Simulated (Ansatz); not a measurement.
Lu:

```xyz
1
Lattice="-1.9541 1.9541 1.9541 1.9541 -1.9541 1.9541 1.9541 1.9541 -1.9541" Properties=species:S:1:pos:R:3 pbc="T T T"
Lu    0.0000    0.0000    0.0000
```

This isn't the form of Lu at room conditions, which is hcp.

- Program: Ansatz 0.2.0
- Task: relaxation of cell and atoms
- Functional: r2SCAN
- Dispersion: rVV10
- Potentials or basis: Ansatz PAW
- Cutoff: 500 eV (not typed: the program's choice for these potentials)
- k mesh: 10 × 10 × 10
- Occupations: fermi-dirac, width 0.05 eV
- Spin: no spin polarisation

At the start: volume 29.85 Å³/atom.

**Question.** Where does the relaxation end?

**Answer.** It ends after 3 steps and the volume is 28.97 Å³/atom (-2.9 %); space group Im-3m (No. 229, to 0.05 Å).

Step by step:
| step | energy change (eV) | largest force (eV/Å) | volume (Å³) |
| --- | --- | --- | --- |
| 1 | 0.0000 | 0.0000 | 29.85 |
| 2 | -0.0040 | 0.0000 | 28.97 |
| 3 | -0.0038 | 0.0000 | 28.97 |

Final structure:
```yaml
crystal:
  lattice:
    - [-1.93481, 1.93481, 1.93481]
    - [1.93481, -1.93481, 1.93481]
    - [1.93481, 1.93481, -1.93481]
  atoms:
    - { symbol: Lu, position: [0.00000, 0.00000, 0.00000] }
```

Caveat: the plane-wave basis is chosen anew once the cell has moved, so the energies of steps on either side of that aren't comparable; the PAW data sets come from PBE, with cores solved anew for the run's functional, which leaves a small shift of forces and pressure.
